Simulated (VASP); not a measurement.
Wanted: the native input for a VASP 6.6.1 run.

```yaml
Task: single point
Functional: RPBE
Potentials_or_basis: VASP PAW PBE potentials, release 64 (Ag)
Cutoff: 520 eV
k_mesh: 14 × 14 × 14
Occupations: fermi-dirac, width 0.1 eV
Spin: no spin polarisation
Dipole_correction: no
Further_INCAR_settings: ALGO = Normal; EDIFF = 1e-06; NBANDS = 18
```

The structure of Ag lies in POSCAR:

```
Ag
1.0
    0.0000000000      3.1884381226      3.1884381226
    3.1884381226      0.0000000000      3.1884381226
    3.1884381226      3.1884381226      0.0000000000
Ag
2
Direct
    0.1250000000      0.1250000000      0.1250000000
    0.8750000000      0.8750000000      0.8750000000
```

This isn't the form of Ag at room conditions, which is fcc.

One way to write it, as run:

INCAR

```
SYSTEM = Ag
PREC = Accurate
ENCUT = 520
EDIFF = 1E-6
ISMEAR = -1
SIGMA = 0.1
LREAL = .False.
LASPH = .True.
NELM = 80
ALGO = Normal
ISIF = 2
LWAVE = .False.
LCHARG = .False.
GGA = RP
NBANDS = 18
```

KPOINTS

```
Automatic mesh
0
Gamma
  14 14 14
  0 0 0
```

Potentials or basis: VASP PAW PBE potentials, release 64 (Ag).

Command:

```sh
$ cat potpaw_PBE.64/Ag/POTCAR > POTCAR
$ mpirun -np 1 vasp_std > vasp.out
```

Results of the run:

```
Pressure               : 0.0 GPa
Band gap on the k mesh : none (metal or under the smearing width)
```

Caveat: the PAW data sets were made with another functional, which shifts forces and pressure a little.

Run time: 85 s on 1 thread of Intel(R) Xeon(R) Platinum 8488C (Sapphire Rapids), with other jobs on the host, peak memory 0.26 GiB.
